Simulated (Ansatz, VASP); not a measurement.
# One calculation of LiCl, two programs

```
Cl Li
1.0
     0.00000    2.56477    2.56477
     2.56477    0.00000    2.56477
     2.56477    2.56477    0.00000
Cl Li
1 1
Direct
  0.50000 0.50000 0.50000
  0.00000 0.00000 0.00000
```

Alike in both runs: functional PBEsol; k mesh 9 × 9 × 9; occupations fermi-dirac, width 0.05 eV; no spin polarisation.

|  | VASP | Ansatz |
| --- | --- | --- |
| version | VASP 6.6.1 | Ansatz 0.2.0 |
| potentials or method | VASP PAW PBE potentials, release 64 (Cl, Li_sv), cutoff 520 eV | all-electron LAPW, scalar-relativistic |
| task | single point | band structure |

VASP gave:

```
gap on the k mesh at the Fermi level (eV) : 6.14
least direct gap on the mesh (eV)         : 6.14
```

Question: Estimate Ansatz's values.

Answer: gap on the k mesh at the Fermi level (eV): 6.12; least direct gap on the mesh (eV): 6.12.

Ansatz ran all-electron here, so the differences hold the error of VASP's frozen core and of both bases.

Caveats: an odd mesh through Γ misses points on the zone boundary, where band edges often lie (VASP).
